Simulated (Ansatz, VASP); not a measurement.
Bi in VASP and in Ansatz

```
Bi
1.0
     5.63416   -3.32928    0.00000
     5.63416    3.32928    0.00000
     0.00000    0.00000    6.57207
Bi
8
Direct
  0.70636 0.70636 0.50000
  0.20636 0.20636 0.00000
  0.29364 0.29364 0.50000
  0.79364 0.79364 0.00000
  0.67658 0.32342 0.83052
  0.32342 0.67658 0.16948
  0.82342 0.17658 0.33052
  0.17658 0.82342 0.66948
```

Alike in both runs: functional PBEsol; k mesh 8 × 8 × 6; occupations gaussian, width 0.1 eV; no spin polarisation.

Ansatz relaxed the structure, and its values are those at the end. VASP's run is a single point on that final structure, the one shown.

```csv
,VASP,Ansatz
version,VASP 6.6.1,Ansatz 0.2.0
potentials or method,"VASP PAW PBE potentials, release 64 (Bi_d)","scalar-relativistic, plane waves, PAW"
plane-wave cutoff (eV),520,420
valence electrons in the cell,120,120
```

VASP gave:

| Quantity | Value |
| --- | --- |
| gap on the k mesh at the Fermi level (eV) | none |
| pressure (GPa) | -0.1 |

Q: Which values does Ansatz return?

A: gap on the k mesh at the Fermi level (eV): none; pressure (GPa): 0.0.

A gap of «none» marks a metal or a gap that the smearing closes.

Caveats: the PAW data sets were made with another functional, which shifts forces and pressure a little (VASP); spin-orbit coupling is left out, which moves the levels of the heavy elements.
